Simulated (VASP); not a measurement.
**As: single point with PBEsol**

Crystal: As.

```xyz
1
Lattice="2.6919 0.0000 0.0000 0.0000 2.6919 0.0000 0.0000 0.0000 2.6919" Properties=species:S:1:pos:R:3 pbc="T T T"
As    0.0000    0.0000    0.0000
```

This isn't the form of As at room conditions, which is rhombohedral.

- Program: VASP 6.6.1
- Task: single point
- Functional: PBEsol
- Potentials or basis: VASP PAW PBE potentials, release 64 (As)
- Cutoff: 520 eV
- k mesh: 19 × 19 × 19
- Occupations: fermi-dirac, width 0.1 eV
- Spin: no spin polarisation

| Quantity | Value |
| --- | --- |
| Pressure | 0.4 GPa |
| Band gap on the k mesh | none (metal or under the smearing width) |

Levels at points of the mesh, in eV from the Fermi level:
```tsv
k point	band 1	band 2	band 3	band 4	band 5	band 6
(0.00, 0.00, 0.00)	-15.15	4.16	4.16	4.16	8.48	8.48
```

Wall time 9.2 s on 1 thread of AMD EPYC 9R45 96-Core Processor (Zen 5), with other jobs on the host, peak memory 0.12 GiB.

Caveat: the PAW data sets were made with another functional, which shifts forces and pressure a little.
